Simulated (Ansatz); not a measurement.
Runs of Ansatz 0.2.0 on C. The structure is orthorhombic, space group Cmme (No. 67). Conventional cell: a = 2.456 Å, b = 4.254 Å, c = 7.173 Å, α = 90.00°, β = 90.00°, γ = 90.00°. C (site symmetry m) is surrounded by 3 C at 1.42 Å. This is a stacking variant of graphite.

| task | level | cell | k mesh | cutoff (eV) | points for each segment of the path | mesh quality | gap on the mesh (eV) | pressure (GPa) | V0 of scaled cells (Å³/atom) | relaxed volume (Å³/atom) | B0 (GPa) | largest force (eV/Å) |
| --- | --- | --- | --- | --- | --- | --- | --- | --- | --- | --- | --- | --- |
| single point | PBE0 | as given | 8 × 8 × 4 | 420 | - | not flagged | 2.31 | - | - | - | - | 0.05 |
| equation of state | LDA | as given | 12 × 12 × 4 | 420 | - | not flagged | - | - | 9.23 | - | 272 | - |
| relaxation of cell and atoms | PBE0 | relaxed | 8 × 8 × 2 | 420 | - | coarse | 2.76 | - | - | 10.70 | - | - |
| band structure | LDA | as given | 12 × 12 × 4 | 420 | 14 | not flagged | 0.02 | (a) | - | - | - | (c) |
| band structure | r2SCAN | as given | 12 × 12 × 4 | 500 | 14 | not flagged | 0.03 | (b) | - | - | - | 0.02 |
| equation of state | r2SCAN | as given | 12 × 12 × 4 | 500 | - | not flagged | - | - | 9.36 | - | 269 | - |
| relaxation of cell and atoms | HSE06 | relaxed | 8 × 8 × 2 | 420 | - | coarse | 2.17 | - | - | 10.70 | - | - |
| band structure | HSE06 | as given | 8 × 8 × 4 | 420 | 4 | not flagged | - | - | - | - | - | 0.05 |

Alike in all rows: potentials or basis Ansatz PAW; no spin polarisation; smearing fermi-dirac 0.05 eV.

Task: Estimate the missing entries.

Result: (a) -3.9; (b) -0.1; (c) 0.03.

Caveats: some runs use coarse meshes; the PAW data sets come from PBE, with cores solved anew for the run's functional, which leaves a small shift of forces and pressure; this functional lacks dispersion, which binds the layers, so the pressure and a relaxed spacing across them are unreliable (some runs); the cell was scaled at fixed shape and fractional positions, which overstates the stiffness of a crystal with free parameters, most of all of layers and chains (some runs); the plane-wave basis is chosen anew once the cell has moved, so the energies of steps on either side of that aren't comparable (some runs); the k mesh misses the band edges, so the gap on the mesh is wider than the one along the path (some runs).

Not every run made on this cell is shown here.
